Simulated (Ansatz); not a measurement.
P:

```
P
1.0
     1.72632   -5.72566    0.00000
     1.72632    5.72566    0.00000
     0.00000    0.00000    4.76032
P
4
Direct
  0.90414 0.09586 0.58882
  0.09586 0.90414 0.41118
  0.59586 0.40414 0.08882
  0.40414 0.59586 0.91118
```

The cell isn't the ideal one: volume scaled by 1.15.

| Item | Value |
| --- | --- |
| Program | Ansatz 0.2.0 |
| Task | relaxation of cell and atoms |
| Functional | BLYP |
| Potentials or basis | all-electron PAW datasets made for the crystal |
| k mesh | 8 × 8 × 6 |
| Occupations | fermi-dirac, width 0.05 eV |
| Spin | no spin polarisation |

At the start: volume 23.53 Å³/atom.

Problem. Where does the relaxation end?

Solution. Over 15 steps the energy falls by 36.1 meV/atom and the volume is 34.21 Å³/atom (+45.4 %); space group Cmce (No. 64, to 0.05 Å).

Step by step:
```csv
step,energy change (eV),largest force (eV/Å),volume (Å³)
1,0.0000,0.5030,94.11
2,-0.0801,0.3102,96.84
3,-0.0976,0.2716,102.15
4,-0.1130,0.0638,102.38
5,-0.1173,0.0500,104.49
6,-0.1252,0.0095,109.52
7,-0.1285,0.0062,111.85
8,-0.1323,0.0512,116.34
9,-0.1358,0.0369,120.78
10,-0.1384,0.0384,125.28
11,-0.1402,0.0674,130.45
12,-0.1413,0.0410,135.07
13,-0.1418,0.0111,135.41
14,-0.1419,0.0036,136.86
15,-0.1442,0.0030,136.86
```

Final structure:
```yaml
crystal:
  lattice:
    - [1.68069, -8.35900, 0.00000]
    - [1.68069, 8.35900, 0.00000]
    - [0.00000, 0.00000, 4.87077]
  atoms:
    - { symbol: P, position: [0.93685, 0.06315, 0.59598] }
    - { symbol: P, position: [0.06315, 0.93685, 0.40402] }
    - { symbol: P, position: [0.56315, 0.43685, 0.09598] }
    - { symbol: P, position: [0.43685, 0.56315, 0.90402] }
```
